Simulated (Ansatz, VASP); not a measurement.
Te in VASP and in Ansatz

INCAR

```
PREC = Accurate ; ENCUT = 520
EDIFF = 1E-6 ; ISMEAR = -1
SIGMA = 0.05 ; LREAL = False
LASPH = True ; NELM = 80
ALGO = Normal ; ISIF = 2
LWAVE = False ; LCHARG = True
GGA = CA ; LELF = True
LVHAR = True ; NBANDS = 16
```

KPOINTS

```
regular mesh
0
Gamma
  7 7 5
```

The input POSCAR:

```
Te
1.0
    3.8952160867     -2.1903349161      0.0000000000
    3.8952160867      2.1903349161      0.0000000000
   -0.0961401773      0.0000000000      6.0932986579
Te
3
Direct
    0.0000000000      0.0000000000      0.0000000000
    0.3094466100      0.3094466100      0.3388094900
    0.6905533900      0.6905533900      0.6611905100
```

Contents of input.yaml:

```yaml
crystal:
  lattice:
    - [3.8952160867, -2.1903349161, 0.0]
    - [3.8952160867, 2.1903349161, 0.0]
    - [-0.0961401773, 0.0, 6.0932986579]
  atoms:
    - { symbol: Te, position: [0.0, 0.0, 0.0] }
    - { symbol: Te, position: [0.30944661, 0.30944661, 0.33880949] }
    - { symbol: Te, position: [0.69055339, 0.69055339, 0.66119051] }
hamiltonian:
  xc: lda
  pseudopotentials: { kind: paw }
kpoints:
  mp_grid: { grid: [7, 7, 5] }
scf:
  occupations: { method: fermi_dirac, width: 0.05 }
output:
  forces: true
  stress: true
  eigenvalues: true
```

This isn't the form of Te at room conditions, which is trigonal, of chains.

Alike in both runs: task single point; functional LDA; k mesh 7 × 7 × 5; occupations fermi-dirac, width 0.05 eV; no spin polarisation.

```csv
,VASP,Ansatz
version,VASP 6.6.1,Ansatz 0.2.0
potentials or method,"VASP PAW LDA potentials, release 64 (Te)",Ansatz PAW
plane-wave cutoff (eV),520,420
valence electrons in the cell,18,48
```

VASP gave:

```
gap on the k mesh at the Fermi level (eV)       : 0.08
least direct gap on the mesh (eV)               : 0.20
pressure (GPa)                                  : -5.1
largest component of the traceless stress (GPa) : 0.82
rms of the force components (eV/Å)              : 0.032
```

**Question.** Estimate Ansatz's values.

**Answer.** gap on the k mesh at the Fermi level (eV): 0.08; least direct gap on the mesh (eV): 0.21; pressure (GPa): -5.1; largest component of the traceless stress (GPa): 0.84; rms of the force components (eV/Å): 0.037.

Atom by atom the forces differ by 0.006 eV/Å (rms over components). The two sets of potentials don't hold the same shells in valence.

Caveats: spin-orbit coupling is left out, which moves the levels of the heavy elements (VASP); an odd mesh through Γ misses points on the zone boundary, where band edges often lie (VASP); the PAW data sets come from PBE, with cores solved anew for the run's functional, which leaves a small shift of forces and pressure (Ansatz).
